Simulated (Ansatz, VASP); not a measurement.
# Mg in VASP and in Ansatz

```
Mg
1.0
     3.14055    0.00000    0.00000
    -1.57028    2.71980    0.00000
     0.00000    0.00000   25.47277
Mg
3
Direct
  0.66667 0.33333 0.27480
  0.33333 0.66667 0.37470
  0.66667 0.33333 0.47340
```

Alike in both runs: task single point; functional PBEsol; k mesh 12 × 12 × 1; occupations methfessel-paxton of order 1, width 0.1 eV; no spin polarisation.

```csv
,VASP,Ansatz
version,VASP 6.6.1,Ansatz 0.2.0
potentials or method,"VASP PAW PBE potentials, release 64 (Mg)","scalar-relativistic, plane waves, PAW"
plane-wave cutoff (eV),520,420
valence electrons in the cell,6,30
```

|  | VASP | Ansatz | Ansatz less VASP |
| --- | --- | --- | --- |
| gap on the k mesh at the Fermi level (eV) | none | none | - |
| rms of the force components (eV/Å) | 0.063 | 0.063 | -0.0001 |

Atom by atom the forces differ by 0.000 eV/Å (rms over components). A gap of «none» marks a metal or a gap that the smearing closes. The two sets of potentials don't hold the same shells in valence. Ansatz warned: «xc_potential_rough_in_thin_density».

Caveats: the PAW data sets were made with another functional, which shifts forces and pressure a little (VASP).
